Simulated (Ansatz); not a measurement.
The parent structure is ZnTe in the zinc blende structure (space group F-43m, No. 216).

```
CELL_PARAMETERS angstrom
      0.00000     3.05670     3.05670
      3.05670     0.00000     3.05670
      3.05670     3.05670     0.00000
ATOMIC_POSITIONS crystal
  Te 0.75000 0.75000 0.75000
  Zn 0.00000 0.00000 0.00000
```

Cartesian axes are those of the cell as printed.

The values are results of r2SCAN in Ansatz (plane waves to 500 eV, PAW, no SOC), not measurements.

Strains are applied to the cell and any free atomic positions relax; under biaxial strain the out-of-plane vector relaxes too.

One change was made to it. Results:

The energy rises by 1.7 meV/atom; the band gap increases by 0.04 eV, from 1.79 eV to 1.83 eV.

Task: What was done to the base?
A. isotropic strain −1.38 %
B. uniaxial strain ε_xx = −1.61 %
C. strain tensor (xx, yy, zz, yz, xz, xy) = (−0.27, +0.24, +0.57, −0.33, −0.31, +1.57) %
D. isotropic strain +1.34 %
E. biaxial strain +1.09 %, plane normal [001], relaxed out of plane

Result: B, uniaxial strain ε_xx = −1.61 %. For comparison, the band gap in the other runs: isotropic strain −1.38 % gives 2.00 eV; isotropic strain +1.34 % gives 1.59 eV; strain tensor (xx, yy, zz, yz, xz, xy) = (−0.27, +0.24, +0.57, −0.33, −0.31, +1.57) % gives 1.64 eV; biaxial strain +1.09 %, plane normal [001], relaxed out of plane gives 1.68 eV.

Spin-orbit coupling, missing from the scalar runs, can matter with Te. Stability against distortions was not tested.

Ansatz is a program for electronic structure.
